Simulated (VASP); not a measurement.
TiO:

```
Ti O
1.0
     2.70834    0.00000    0.00000
     0.00000    2.70834    0.00000
     0.00000    0.00000    2.70834
Ti O
1 1
Direct
  0.00000 0.00000 0.00000
  0.50000 0.50000 0.50000
```

The cell comes from a database or a generator and needn't be the stable form of this composition.

Base run:

| Item | Value |
| --- | --- |
| Program | VASP 6.6.1 |
| Functional | r2SCAN |
| Potentials or basis | VASP PAW PBE potentials, release 64 (Ti_sv, O) |
| Cutoff | 520 eV |
| k mesh | 7 × 7 × 7 |
| Occupations | gaussian, width 0.05 eV |
| Spin | collinear spin, ferromagnetic start |
| Starting moments | [1.0, 0.0] μB |
| Hubbard terms | Ti d U = 2 eV |

Its results: pressure -13.0 GPa; site moments Ti +0.18; O +0.01 μB.

Q: The run is repeated on the same cell with these changes: further incar settings from ALGO = Normal; EDIFF = 1e-06 to ALGO = Normal; EDIFF = 1e-07; NBANDS = 20; fixed moment from none to 2 μB. What comes out?

A: Pressure 14.0 GPa; site moments Ti +1.77; O +0.01 μB.

Caveats: the PAW data sets were made with another functional, which shifts forces and pressure a little; the total moment is fixed, so each spin has its own Fermi level (some runs).
